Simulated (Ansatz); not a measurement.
ZrO₂, space group P4_2/nmc: an equation of state with a fit, run with the Ansatz DFT code, driven from Python.

`eos_zro2.py`
```python
"""Energy against volume for ZrO2, with a fit."""

import ansatz as az
from ase.eos import EquationOfState
from ase.units import GPa
import numpy as np

FUNCTIONAL = "PBE"
CUTOFF = 450
FILLING = "fixed"
MAX_SCF = 60
MESH = (6, 6, 4)

vectors0 = np.array([
    [3.5961, 0.0, 0.0],
    [0.0, 3.5961, 0.0],
    [0.0, 0.0, 5.177],
])
sites = [
    ("Zr", (0.0, 0.0, 0.0)),
    ("Zr", (0.5, 0.5, 0.5)),
    ("O", (0.0, 0.5, 0.203)),
    ("O", (0.0, 0.5, 0.703)),
    ("O", (0.5, 0.0, 0.297)),
    ("O", (0.5, 0.0, 0.797)),
]


def make_crystal(cell):
    crystal = az.Crystal(lattice=az.Lattice.of(cell))
    for symbol, position in sites:
        crystal = crystal.atom(symbol, position)
    return crystal

# uniform scaling of the cell
volumes, energies, pressures = [], [], []
for scale in np.linspace(0.94, 1.06, 7):
    cell = vectors0 * scale ** (1 / 3)
    model = make_crystal(cell).calculation()
    model = model.functional(FUNCTIONAL)
    model = model.basis(CUTOFF)
    model = model.occupations(FILLING)
    model = model.scf(max_iterations=MAX_SCF)
    model = model.kpoints(*MESH)
    model = model.stress()
    report = model.run().report
    volumes.append(abs(np.linalg.det(cell)) / len(sites))
    energies.append(report["free_energy_ev"] / len(sites))
    pressures.append(np.trace(report["stress_gpa"]) / 3)
    print(f"V = {volumes[-1]:8.4f} A^3/atom  F = {energies[-1]:.5f} eV/atom  P = {pressures[-1]:8.3f} GPa")

eos = EquationOfState(volumes, energies, eos="sj")
v0, e0, bulk = eos.fit()
print(f"V0 = {v0:.4f} A^3/atom, E0 = {e0:.5f} eV/atom, B = {bulk / GPa:.1f} GPa")
eos.plot("eos.png")
```

From its runs, with one value withheld:

| V (Å³/atom) | F less the lowest row shown (meV/atom) |
| --- | --- |
| 10.489 | 60.98 |
| 10.712 | 33.64 |
| 10.935 | ? |
| 11.158 | 3.95 |
| 11.381 | 0.00 |
| 11.604 | 2.40 |
| 11.828 | 10.51 |

What is the missing energy at 10.935 Å³ an atom?

A third-order Birch-Murnaghan fit, E = E0 + (9 V0 B0 / 16) [(t - 1)³ B' + (t - 1)² (6 - 4t)] with t = (V0/V)^(2/3), through the 6 rows shown gives V0 = 11.405 Å³, B0 = 229.8 GPa, B' = 4.19 and E0 = -0.03 meV. At V = 10.935 Å³, t = 1.02846, and the fit interpolates to 14.91 meV. The run gave 14.91 meV, a miss of 0.00 meV.

Caveats:
- No spin polarisation was allowed.
- Shape and fractional positions are held along the curve, so the bulk modulus is an upper value where they are free to relax.
- This is a high-temperature or high-pressure form, not the ambient phase.
- Pressure is positive in compression.
- At these settings the cell as given stands under about 5 GPa, so it isn't at this functional's equilibrium volume.
- The starting cell is as deposited in a crystallographic database; the results hold for this polymorph, which needn't be the stable one.
- Finished in 26 s on 1 thread of Arm Neoverse V1 (shared host), peak memory 0.42 GiB.
